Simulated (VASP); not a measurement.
# TaN (P-6m2) in VASP: further runs

One crystal, TaN, is run at these levels: LDA; tasks: single point, relaxation of cell and atoms.

All numbers are computed with VASP 6.6.1; they aren't measurements. Logs are shortened: lines on timing, memory, paths and dates and some standing lists are left out, and cuts for length are marked.

### 1 The cell of the first run

Symmetry: P-6m2, No. 187, hexagonal system. The conventional cell has a = 2.907 Å, b = 2.907 Å, c = 2.851 Å, α = 90.00°, β = 90.00°, γ = 120.00°. Ta (site symmetry -6m2) has 6 N at 2.20 Å as nearest neighbours. Around N (site symmetry -6m2) lie 6 Ta at 2.20 Å.

### 2 Single point, LDA (cell and atoms relaxed from 0.94 times the given volume)

INCAR

```
SYSTEM = TaN
ALGO = Fast
EDIFF = 1E-6
ENCUT = 520
GGA = CA
ISIF = 2
ISMEAR = -1
LASPH = .True.
LCHARG = .False.
LREAL = .False.
LWAVE = .False.
NBANDS = 15
NELM = 100
PREC = Accurate
SIGMA = 0.02
```

KPOINTS

```
k-points
0
Gamma
  10 10 9
  0 0 0
```

POSCAR

```
TaN
1.0
    2.9067198898      0.0000000000      0.0000000000
   -1.4533599449      2.5172932663      0.0000000000
    0.0000000000      0.0000000000      2.8513612748
Ta N
1 1
Direct
    0.3333333333      0.6666666667      0.5000000000
    0.0000000000      0.0000000000      0.0000000000
```

Potentials or basis: VASP PAW LDA potentials, release 64 (Ta_pv, N).

Command:

```console
cat potpaw_LDA.64/Ta_pv/POTCAR potpaw_LDA.64/N/POTCAR > POTCAR
mpirun -np 1 vasp_std > vasp.out
```

OUTCAR:

```text
SYSTEM = TaN
   EDIFF = 1E-6
   ENCUT = 520
   GGA = CA
   ISIF = 2
   ISMEAR = -1
   LASPH = .True.
   LREAL = .False.
   NELM = 100
   PREC = Accurate

 ion  position               nearest neighbor table
   1  0.333  0.667  0.500-   2 2.20   2 2.20   2 2.20   2 2.20   2 2.20   2 2.20
   2  0.000  0.000  0.000-   1 2.20   1 2.20   1 2.20   1 2.20   1 2.20   1 2.20

  LATTYP: Found a hexagonal cell.
 ALAT       =     2.9067198898
 C/A-ratio  =     0.9809549537

  Lattice vectors:

 A1 = (   2.9067198898,   0.0000000000,   0.0000000000)
 A2 = (  -1.4533599449,   2.5172932663,   0.0000000000)
 A3 = (   0.0000000000,   0.0000000000,   2.8513612748)

Analysis of symmetry for initial positions (statically):
=====================================================================
 Subroutine PRICEL returns:
 Original cell was already a primitive cell.

 Routine SETGRP: Setting up the symmetry group for a
 hexagonal supercell.

 Subroutine GETGRP returns: Found 12 space group operations
 (whereof 12 operations were pure point group operations)
 out of a pool of 24 trial point group operations.

The static configuration has the point symmetry D_3h.

Analysis of symmetry for dynamics (positions and initial velocities):
=====================================================================
 Subroutine PRICEL returns:
 Original cell was already a primitive cell.

 Routine SETGRP: Setting up the symmetry group for a
 hexagonal supercell.

 Subroutine GETGRP returns: Found 12 space group operations
 (whereof 12 operations were pure point group operations)
 out of a pool of 24 trial point group operations.

The dynamic configuration has the point symmetry D_3h.

 Subroutine INISYM returns: Found 12 space group operations
 (whereof 12 operations are pure point group operations),
 and found     1 'primitive' translations

----------------------------------------------------------------------------------------

                                     Primitive cell

  volume of cell :      20.8636

  direct lattice vectors                    reciprocal lattice vectors
     2.906719890  0.000000000  0.000000000     0.344030398  0.198626043  0.000000000
    -1.453359945  2.517293266  0.000000000     0.000000000  0.397252086  0.000000000
     0.000000000  0.000000000  2.851361275     0.000000000  0.000000000  0.350709680

  length of vectors
     2.906719890  2.906719890  2.851361275     0.397252086  0.397252086  0.350709680

[... 92 lines left out ...]
   NUPDOWN=      -1.0000    fix difference up-down
   EMIN   =  10.00;   EMAX   =-10.00  energy-range for DOS
   EFERMI =   0.00;   METHOD = LEGACY
   ISMEAR =    -1;   SIGMA  =   0.02  broadening in eV -4-tet -1-fermi 0-gaus
   EFERMI_NEDOS =   21; number of points for ismear=-14 and -15
   IALGO  =     68    algorithm
   IMIX   =      4    mixing-type and parameters
     AMIX     =   0.40;   BMIX     =  1.00
     AMIX_MAG =   1.60;   BMIX_MAG =  1.00
  volume/ion in A,a.u.               =      10.43        70.40
  Fermi-wavevector in a.u.,A,eV,Ry     =   1.498483  2.831722 30.551209  2.245451
  Thomas-Fermi vector in A             =   2.610236
   LORBIT       =      0    0 simple, 1 ext, 2 COOP (PROOUT), +10 PAW based schemes
   GGA     = CA    functional components
   LHFCALC =     F    Hartree Fock is set to
   AEXX    =    0.0000 exact exchange contribution
   IVDW    =     0    specifies the selected vdW correction
   LEPSILON=     F    determine dielectric tensor
   LRPA    =     F    only Hartree local field effects (RPA)
 non-spin polarized calculation
 RMM-DIIS sequential band-by-band and
  energy-cutoff  :      520.00
  volume of cell :       20.86
 maximum number of plane-waves:       580
 NGX is ok and might be reduce to    24
   NGX = 11   NGY = 11   NGZ = 11

 number of electron      16.0000000 magnetization

 Free energy of the ion-electron system (eV)
  ---------------------------------------------------
  ext. energy  EPLUGINS =         0.00000000
  ---------------------------------------------------
  free energy    TOTEN  =       -24.71793052 eV

  energy without entropy =      -24.71792844  energy(sigma->0) =      -24.71792948

 E-fermi :   8.5000     XC(G=0): -13.7577

 val. band max:        8.3537530182   @ k =   0.0000   0.0000   0.4444
 cond. band min:       8.6500217170   @ k =   0.0000   0.0000   0.3333
 fundamental gap:      0.2962686989
 Fermi energy:         8.4999823497

 k-point     1 :       0.0000    0.0000    0.0000
  band No.  band energies     occupation
      1     -26.0826      2.00000
      2     -25.7998      2.00000
      3     -25.7998      2.00000
      4      -9.3254      2.00000
      5       3.7670      2.00000
      6       3.7670      2.00000
      7       4.1065      2.00000
      8       5.5507      2.00000
      9      11.0710      0.00000
     10      12.1927      0.00000
     11      12.1927      0.00000
     12      12.5781      0.00000
     13      12.5781      0.00000
     14      20.9599      0.00000
[... 401 lines left out ...]
      2     -26.1188      2.00000
      3     -26.0298      2.00000
      4      -6.8510      2.00000
      5       0.2641      2.00000
      6       2.9345      2.00000
      7       4.2339      2.00000
      8       6.1271      2.00000
      9      11.1207      0.00000
     10      12.2061      0.00000
     11      13.2264      0.00000
     12      14.4750      0.00000
     13      17.8796      0.00000
     14      20.7068      0.00000
     15      21.0449      0.00000

 [... further k-points ...]

------------------------ aborting loop because EDIFF is reached ----------------------------------------

  FORCE on cell =-STRESS in cart. coord.  units (eV):
  Direction    XX          YY          ZZ          XY          YZ          ZX
  --------------------------------------------------------------------------------------
  -------------------------------------------------------------------------------------
  Total        0.2509721      0.2509721      0.2815528      0.0000000      0.0000000     -0.0000000
  in kB       19.2728853     19.2728853     21.6212688      0.0000000      0.0000000     -0.0000000
  external PRESSURE =      20.0556798 kB  Pullay stress =       0.0000000 kB

 VOLUME and BASIS-vectors are now :
 -----------------------------------------------------------------------------
  energy-cutoff  :      520.00
  volume of cell :       20.86
      direct lattice vectors                 reciprocal lattice vectors
     2.906719890  0.000000000  0.000000000     0.344030398  0.198626043  0.000000000
    -1.453359945  2.517293266  0.000000000     0.000000000  0.397252086  0.000000000
     0.000000000  0.000000000  2.851361275     0.000000000  0.000000000  0.350709680

 POSITION                                       TOTAL-FORCE (eV/Angst)
 -----------------------------------------------------------------------------------
     -0.00000      1.67820      1.42568        -0.000000      0.000000      0.000000
      0.00000      0.00000      0.00000         0.000000      0.000000      0.000000
 -----------------------------------------------------------------------------------
    total drift:                                0.000000     -0.000000     -0.000000

  FREE ENERGIE OF THE ION-ELECTRON SYSTEM (eV)
  ---------------------------------------------------
  free  energy   TOTEN  =       -24.7179305162 eV

  energy  without entropy=      -24.7179284443  energy(sigma->0) =      -24.71792948
```

It took 19 s on 1 thread of Intel Xeon Platinum 8559C (Emerald Rapids), shared host; peak memory 0.14 GiB.

Results:

- Free energy: -24.7179 eV
- Pressure: 2.0 GPa
- Band gap on the k mesh: none (metal or under the smearing width)

Stress tensor (GPa, compression positive):
```
1.93 0.00 0.00
0.00 1.93 0.00
0.00 0.00 2.16
```

### 3 Relaxation of cell and atoms, LDA (cell and atoms relaxed from 0.94 times the given volume)

INCAR

```
ALGO = Normal ; EDIFF = 1E-7
EDIFFG = -0.005 ; ENCUT = 600
IBRION = 2 ; ISIF = 3
ISMEAR = -1 ; LASPH = T
LCHARG = F ; LREAL = F
LWAVE = F ; NELM = 100
NSW = 100 ; PREC = Accurate
SIGMA = 0.02
```

KPOINTS

```
k-points
0
Gamma
  10 10 9
```

POSCAR

```
TaN
1.0
    2.8780239874      0.0000000000      0.0000000000
   -1.4390119937      2.4924418858      0.0000000000
    0.0000000000      0.0000000000      2.8241467514
Ta N
1 1
Direct
    0.3333333333      0.6666666667      0.5000000000
    0.0000000000      0.0000000000      0.0000000000
```

Potentials or basis: VASP PAW LDA potentials, release 64 (Ta_pv, N).

Command:

```console
cat potpaw_LDA.64/Ta_pv/POTCAR potpaw_LDA.64/N/POTCAR > POTCAR
mpirun -np 1 vasp_std > vasp.out
```

OUTCAR:

```text
EDIFF = 1E-7
   EDIFFG = -0.005
   ENCUT = 600
   IBRION = 2
   ISIF = 3
   ISMEAR = -1
   LASPH = T
   LREAL = F
   NELM = 100
   NSW = 100
   PREC = Accurate

 ion  position               nearest neighbor table
   1  0.333  0.667  0.500-   2 2.18   2 2.18   2 2.18   2 2.18   2 2.18   2 2.18
   2  0.000  0.000  0.000-   1 2.18   1 2.18   1 2.18   1 2.18   1 2.18   1 2.18

  LATTYP: Found a hexagonal cell.
 ALAT       =     2.8780239874
 C/A-ratio  =     0.9812797822

  Lattice vectors:

 A1 = (   2.8780239874,   0.0000000000,   0.0000000000)
 A2 = (  -1.4390119937,   2.4924418858,   0.0000000000)
 A3 = (   0.0000000000,   0.0000000000,   2.8241467514)

Analysis of symmetry for initial positions (statically):
=====================================================================
 Subroutine PRICEL returns:
 Original cell was already a primitive cell.

 Routine SETGRP: Setting up the symmetry group for a
 hexagonal supercell.

 Subroutine GETGRP returns: Found 12 space group operations
 (whereof 12 operations were pure point group operations)
 out of a pool of 24 trial point group operations.

The static configuration has the point symmetry D_3h.

Analysis of symmetry for dynamics (positions and initial velocities):
=====================================================================
 Subroutine PRICEL returns:
 Original cell was already a primitive cell.

 Routine SETGRP: Setting up the symmetry group for a
 hexagonal supercell.

 Subroutine GETGRP returns: Found 12 space group operations
 (whereof 12 operations were pure point group operations)
 out of a pool of 24 trial point group operations.

The dynamic configuration has the point symmetry D_3h.

 Subroutine INISYM returns: Found 12 space group operations
 (whereof 12 operations are pure point group operations),
 and found     1 'primitive' translations

----------------------------------------------------------------------------------------

                                     Primitive cell

  volume of cell :      20.2585

  direct lattice vectors                    reciprocal lattice vectors
     2.878023987  0.000000000  0.000000000     0.347460620  0.200606483  0.000000000
    -1.439011994  2.492441886  0.000000000     0.000000000  0.401212965  0.000000000
     0.000000000  0.000000000  2.824146751     0.000000000  0.000000000  0.354089248

  length of vectors
     2.878023987  2.878023987  2.824146751     0.401212965  0.401212965  0.354089248

  position of ions in fractional coordinates (direct lattice)
     0.333333333  0.666666667  0.500000000
     0.000000000  0.000000000  0.000000000

  ion indices of the primitive-cell ions
   primitive index   ion index
                 1           1
                 2           2

----------------------------------------------------------------------------------------

 KPOINTS: k-points

Automatic generation of k-mesh.
 Grid dimensions read from file:
 generate k-points for:   10   10    9

 Generating k-lattice:

  Cartesian coordinates                     Fractional coordinates (reciprocal lattice)
[... 53 lines left out ...]
   ICHARG =      2    charge: 1-file 2-atom 10-const
   ISPIN  =      1    spin polarized calculation?
   LNONCOLLINEAR =      F non collinear calculations
   LSORBIT =      F    spin-orbit coupling
   LASPH  =      T    aspherical Exc in radial PAW
   ENCUT  =  600.0 eV  44.10 Ry    6.64 a.u.   5.75  5.75  5.64*2*pi/ulx,y,z
   NELM   =    100;   NELMIN=  2; NELMDL= -5     # of ELM steps
   EDIFF  = 0.1E-06   stopping-criterion for ELM
   LREAL  =      F    real-space projection
   EDIFFG = -.5E-02   stopping-criterion for IOM
   NSW    =    100    number of steps for IOM
   IBRION =      2    ionic relax: 0-MD 1-quasi-New 2-CG
   NFREE  =      1    steps in history (QN), initial steepest desc. (CG)
   ISIF   =      3    stress and relaxation
   ISYM   =      2    0-nonsym 1-usesym 2-fastsym
   POTIM  = 0.5000    time-step for ionic-motion
   TEBEG  =    0.0;   TEEND  =   0.0 temperature during run
   PSTRESS=    0.0 pullay stress
   NELECT =      16.0000    total number of electrons
   NUPDOWN=      -1.0000    fix difference up-down
   EMIN   =  10.00;   EMAX   =-10.00  energy-range for DOS
   EFERMI =   0.00;   METHOD = LEGACY
   ISMEAR =    -1;   SIGMA  =   0.02  broadening in eV -4-tet -1-fermi 0-gaus
   EFERMI_NEDOS =   21; number of points for ismear=-14 and -15
   IALGO  =     38    algorithm
   IMIX   =      4    mixing-type and parameters
     AMIX     =   0.40;   BMIX     =  1.00
     AMIX_MAG =   1.60;   BMIX_MAG =  1.00
  volume/ion in A,a.u.               =      10.13        68.36
  Fermi-wavevector in a.u.,A,eV,Ry     =   1.513257  2.859640 31.156602  2.289946
  Thomas-Fermi vector in A             =   2.623072
   LORBIT       =      0    0 simple, 1 ext, 2 COOP (PROOUT), +10 PAW based schemes
   GGA     = CA    functional components
   LHFCALC =     F    Hartree Fock is set to
   AEXX    =    0.0000 exact exchange contribution
   IVDW    =     0    specifies the selected vdW correction
   LEPSILON=     F    determine dielectric tensor
   LRPA    =     F    only Hartree local field effects (RPA)
 conjugate gradient relaxation of ions
 non-spin polarized calculation
  energy-cutoff  :      600.00
  volume of cell :       20.26
 maximum number of plane-waves:       688
 NGX is ok and might be reduce to    24
   NGX = 11   NGY = 11   NGZ = 11

--------------------------------------- Ionic step        1  -------------------------------------------

 number of electron      16.0000000 magnetization

 Free energy of the ion-electron system (eV)
  ---------------------------------------------------
  ext. energy  EPLUGINS =         0.00000000
  ---------------------------------------------------
  free energy    TOTEN  =       -24.68791253 eV

  energy without entropy =      -24.68791092  energy(sigma->0) =      -24.68791172

------------------------ aborting loop because EDIFF is reached ----------------------------------------

  FORCE on cell =-STRESS in cart. coord.  units (eV):
  Direction    XX          YY          ZZ          XY          YZ          ZX
  --------------------------------------------------------------------------------------
  -------------------------------------------------------------------------------------
  Total        1.7334079      1.7334079      1.9197614     -0.0000000      0.0000000      0.0000000
  in kB      137.0896397    137.0896397    151.8277417     -0.0000000      0.0000000      0.0000000
  external PRESSURE =     142.0023404 kB  Pullay stress =       0.0000000 kB
[... 275 lines left out ...]
--------------------------------------- Ionic step        9  -------------------------------------------

 number of electron      16.0000000 magnetization

 Free energy of the ion-electron system (eV)
  ---------------------------------------------------
  ext. energy  EPLUGINS =         0.00000000
  ---------------------------------------------------
  free energy    TOTEN  =       -24.71853379 eV

  energy without entropy =      -24.71853162  energy(sigma->0) =      -24.71853271

 E-fermi :   8.4443     XC(G=0): -13.7297

 val. band max:        8.2990734142   @ k =   0.0000   0.0000   0.4444
 cond. band min:       8.5934171247   @ k =   0.0000   0.0000   0.3333
 fundamental gap:      0.2943437106
 Fermi energy:         8.4442989348

 k-point     1 :       0.0000    0.0000    0.0000
  band No.  band energies     occupation
      1     -26.1529      2.00000
      2     -25.8731      2.00000
      3     -25.8731      2.00000
      4      -9.3427      2.00000
      5       3.7336      2.00000
      6       3.7336      2.00000
      7       4.0751      2.00000
      8       5.4998      2.00000
      9      10.9745      0.00000
     10      12.1119      0.00000
     11      12.1119      0.00000
     12      12.4913      0.00000
[... 331 lines left out ...]
 k-point    24 :       0.4000    0.1000    0.1111
  band No.  band energies     occupation
      1     -26.9504      2.00000
      2     -26.1865      2.00000
      3     -26.1014      2.00000
      4      -6.8888      2.00000
      5       0.2382      2.00000
      6       2.9026      2.00000
      7       4.1927      2.00000
      8       6.0832      2.00000
      9      11.0468      0.00000
     10      12.1241      0.00000
     11      13.1334      0.00000
     12      14.3790      0.00000

 [... further k-points ...]

------------------------ aborting loop because EDIFF is reached ----------------------------------------

  FORCE on cell =-STRESS in cart. coord.  units (eV):
  Direction    XX          YY          ZZ          XY          YZ          ZX
  --------------------------------------------------------------------------------------
  -------------------------------------------------------------------------------------
  Total       -0.0039670     -0.0039670     -0.0042453      0.0000000      0.0000000      0.0000000
  in kB       -0.3030714     -0.3030714     -0.3243308      0.0000000      0.0000000      0.0000000
  external PRESSURE =      -0.3101578 kB  Pullay stress =       0.0000000 kB
[... 17 lines left out ...]
  FREE ENERGIE OF THE ION-ELECTRON SYSTEM (eV)
  ---------------------------------------------------
  free  energy   TOTEN  =       -24.7185337906 eV

  energy  without entropy=      -24.7185316244  energy(sigma->0) =      -24.71853271

 reached required accuracy - stopping structural energy minimisation
```

OSZICAR:

```text
N       E                     dE             d eps       ncg     rms          rms(c)
DAV:   1     0.956496108126E+02    0.95650E+02   -0.10102E+04  1680   0.159E+03
DAV:   2    -0.235152012196E+02   -0.11916E+03   -0.11278E+03  1936   0.361E+02
[... 67 lines left out ...]
   8 F= -.24718502E+02 E0= -.24718501E+02  d E =0.218100E-04
       N       E                     dE             d eps       ncg     rms          rms(c)
DAV:   1    -0.247186170010E+02   -0.11460E-03   -0.30031E-03  1716   0.744E-01    0.106E-01
DAV:   2    -0.247185518831E+02    0.65118E-04   -0.88342E-05  1688   0.109E-01    0.432E-02
DAV:   3    -0.247185337475E+02    0.18136E-04   -0.51490E-05  1808   0.853E-02    0.799E-03
DAV:   4    -0.247185337906E+02   -0.43026E-07   -0.61430E-07  1976   0.892E-03
   9 F= -.24718534E+02 E0= -.24718533E+02  d E =-.951406E-05
```

Wall time 50 s (1 thread of Intel Xeon Platinum 8559C (Emerald Rapids), shared host); peak memory 0.15 GiB.

Results:

- Free energy: -24.7185 eV
- Relaxed volume: 10.49 Å³/atom
- Relaxed cell: a = 2.912 Å, b = 2.912 Å, c = 2.856 Å, α = 90.00°, β = 90.00°, γ = 120.00°
- Space group after relaxing (to 0.05 Å): P-6m2 (No. 187)
- Energy gained by relaxing: 15.3 meV/atom
- Ionic steps: 9
- Pressure after relaxing: 0.0 GPa
- Band gap on the k mesh: none (metal or under the smearing width)

Step by step:
```
step  energy change (eV)  largest force (eV/Å)  pressure (GPa)  volume (Å³)
   1              0.0000                0.0000           14.20        20.26
   2              0.1705                0.0000          -28.95        23.01
   3             -0.0305                0.0000           -0.46        20.99
   4             -0.0306                0.0000           -0.03        20.97
   5             -0.0305                0.0000            0.24        20.95
   6             -0.0306                0.0000            0.21        20.96
   7             -0.0306                0.0000            0.23        20.96
   8             -0.0306                0.0000           -0.42        21.00
   9             -0.0306                0.0000           -0.03        20.97
```

Final structure:
```
CELL_PARAMETERS angstrom
2.91175 0.00000 0.00000
-1.45588 2.52165 0.00000
0.00000 0.00000 2.85621
ATOMIC_POSITIONS crystal
Ta 0.33333 0.66667 0.50000
N 0.00000 0.00000 0.00000
```

Spin-orbit coupling is left out, which matters for the levels of Ta.
